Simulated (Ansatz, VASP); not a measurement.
Ga in VASP and in Ansatz

```
Ga
1.0
     3.81696   -2.32663    0.00000
     3.81696    2.32663    0.00000
     0.00000    0.00000    4.48825
Ga
4
Direct
  0.66555 0.00969 0.25000
  0.00969 0.66555 0.75000
  0.33445 0.99031 0.75000
  0.99031 0.33445 0.25000
```

Alike in both runs: task single point; functional PBEsol; k mesh 7 × 7 × 6; occupations fermi-dirac, width 0.05 eV; no spin polarisation.

```csv
,VASP,Ansatz
version,VASP 6.6.1,Ansatz 0.2.0
potentials or method,"VASP PAW PBE potentials, release 64 (Ga_d), cutoff 520 eV","all-electron LAPW, scalar-relativistic"
```

```tsv
	VASP	Ansatz	Ansatz less VASP
gap on the k mesh at the Fermi level (eV)	none	none	-
pressure (GPa)	-0.1	-0.1	-0.03
largest component of the traceless stress (GPa)	0.52	0.53	+0.012
rms of the force components (eV/Å)	0.016	0.017	+0.0016
```

Atom by atom the forces differ by 0.003 eV/Å (rms over components). A gap of «none» marks a metal or a gap that the smearing closes. Ansatz ran all-electron here, so the differences hold the error of VASP's frozen core and of both bases.

Caveats: the PAW data sets were made with another functional, which shifts forces and pressure a little (VASP).
